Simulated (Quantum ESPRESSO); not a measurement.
KCl (Sylvite) in Quantum ESPRESSO: the effect of target pressure

Crystal: KCl (Sylvite).

```
CELL_PARAMETERS angstrom
0.00000 3.14647 3.14647
3.14647 0.00000 3.14647
3.14647 3.14647 0.00000
ATOMIC_POSITIONS crystal
K 0.00000 0.00000 0.00000
Cl 0.50000 0.50000 0.50000
```

Alike in all runs:

* Program: Quantum ESPRESSO 7.5
* Task: phonons
* Functional: LDA
* Potentials or basis: PseudoDojo 0.4.1 SR LDA standard
* Cutoff: 980 eV
* Density cutoff: 3918 eV
* k mesh: 4 × 4 × 4, shifted
* Occupations: fermi-dirac, width 0.05 eV
* Spin: no spin polarisation

Each run relaxes the cell or the atoms first.

Task: One run gave: relaxed volume 20.84 Å³/atom; dielectric constant 2.92 mean; highest phonon frequency 283 cm⁻¹. Which target pressure did it use?
A. 0 GPa
B. 15 GPa
C. 8 GPa
D. -3 GPa
E. 3 GPa

Result: B.

```csv
target pressure,relaxed volume (Å³/atom),dielectric constant (mean),highest phonon frequency (cm⁻¹)
-3 GPa,34.38,2.30,88
0 GPa,28.02,2.51,162
3 GPa,25.44,2.63,199
8 GPa,22.94,2.77,241
15 GPa,20.84,2.92,283
```

Caveats: the volume moved by over 15 % at a fixed basis, so the end points are rough (some runs); the cell is more than 3 GPa from zero pressure, which shifts response properties (some runs).
